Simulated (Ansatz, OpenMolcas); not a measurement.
## CHF3 (trifluoromethane): the energy, rung by rung

The species is CHF3 (5 atoms), meant as a singlet with charge 0. As SMILES, `FC(F)F`. The shape is that of a PBE0-D4/def2-TZVP optimisation.

```xyz
5

F    -0.6686   -0.3297    1.0792
C     0.0195    0.0564    0.0068
F     1.0474   -0.7738   -0.1575
F    -0.7726   -0.0351   -1.0594
H     0.3744    1.0822    0.1309
```

Quantity: the energy change with the C2–H5 bond stretched from 1.093 to 2.404 Å, in eV. The values are calculated.

```csv
level,kind,program,value (eV)
BLYP/def2-SVPD (restricted),GGA,OpenMolcas,4.28
r2SCAN0/def2-SVPD (restricted),hybrid meta-GGA,Ansatz,5.21
HSE06/def2-SVPD (restricted),range-separated hybrid,Ansatz,5.00
wB97X/def2-SVPD (restricted),range-separated hybrid,Ansatz,5.29
PBE-QIDH/def2-SVPD (restricted),double hybrid,Ansatz,5.32
RPA@PBE0/def2-SVPD (restricted),RPA,Ansatz,4.81
BCCD(T)/def2-SVPD (restricted),coupled cluster or CI,Ansatz,4.28
CCSD/def2-SVPD (restricted),coupled cluster or CI,Ansatz,4.64
```

The first shape isn't each level's own minimum. The values span 4.28 to 5.32 eV.
